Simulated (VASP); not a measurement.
BiTe, 2 atoms in the cell. It takes space group Fm-3m (No. 225, cubic). Conventional cell: a = 6.470 Å, b = 6.470 Å, c = 6.470 Å, α = 90.00°, β = 90.00°, γ = 90.00°. Bi (site symmetry m-3m) is surrounded by 6 Te at 3.23 Å. Te (site symmetry m-3m) is surrounded by 6 Bi at 3.23 Å. 

- Program: VASP 6.6.1
- Task: single point
- Functional: revPBE
- Potentials or basis: VASP PAW PBE potentials, release 64 (Bi_d, Te)
- Cutoff: 520 eV
- k mesh: 7 × 7 × 7
- Occupations: methfessel-paxton, width 0.15 eV
- Spin: no spin polarisation
- Dipole correction: no
- Further INCAR settings: ALGO = Normal; EDIFF = 1e-06; NBANDS = 18

Potentials or basis: VASP PAW PBE potentials, release 64 (Bi_d, Te).

The run is started by

```bash
$ cat potpaw_PBE.64/Bi_d/POTCAR potpaw_PBE.64/Te/POTCAR > POTCAR
$ mpirun -np 1 vasp_std > vasp.out
```

Hardware: 1 thread of Intel(R) Xeon(R) 6975P-C (Granite Rapids) (shared host).

**Question.** How long does it take, and how much memory?

**Answer.** It took 16 s on 1 thread of Intel(R) Xeon(R) 6975P-C (Granite Rapids) (shared host), peak memory 0.21 GiB. Counts: scf iterations 12, k points 20.
